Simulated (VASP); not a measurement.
PbSe (Clausthalite): atomic charges with optB88-vdW

Crystal: PbSe (Clausthalite).

```
Pb Se
1.0
     0.00000    3.06065    3.06065
     3.06065    0.00000    3.06065
     3.06065    3.06065    0.00000
Pb Se
1 1
Direct
  0.03040 0.00447 0.98476
  0.50492 0.49508 0.49516
```

The cell isn't the ideal one: atoms moved at random, drawn with an rms of 0.1 Å.

```json
{
  "Program": "VASP 6.6.1",
  "Task": "atomic charges",
  "Functional": "optB88-vdW",
  "Potentials or basis": "VASP PAW PBE potentials, release 64 (Pb_d, Se)",
  "Cutoff": "520 eV",
  "k mesh": "6 × 6 × 6",
  "Occupations": "fermi-dirac, width 0.05 eV",
  "Spin": "spin-orbit coupling, no magnetisation",
  "Further INCAR settings": "ALGO = Normal; EDIFF = 1e-06"
}
```

- Pressure: 1.9 GPa
- Largest force: 0.063 eV/Å
- Valence electrons inside the program's atomic spheres: Pb 11.87; Se 3.82

Forces on the atoms (eV/Å):
```
Pb   0.002 -0.028 -0.056
Se  -0.002  0.028  0.056
```

Stress tensor (GPa, compression positive):
```
1.74 0.00 0.00
0.00 1.81 0.03
0.00 0.03 2.19
```

It took 6.4 min on 1 thread of Intel(R) Xeon(R) Platinum 8559C (Emerald Rapids), on a shared host, peak memory 0.91 GiB.

Caveat: the PAW data sets were made with another functional, which shifts forces and pressure a little.
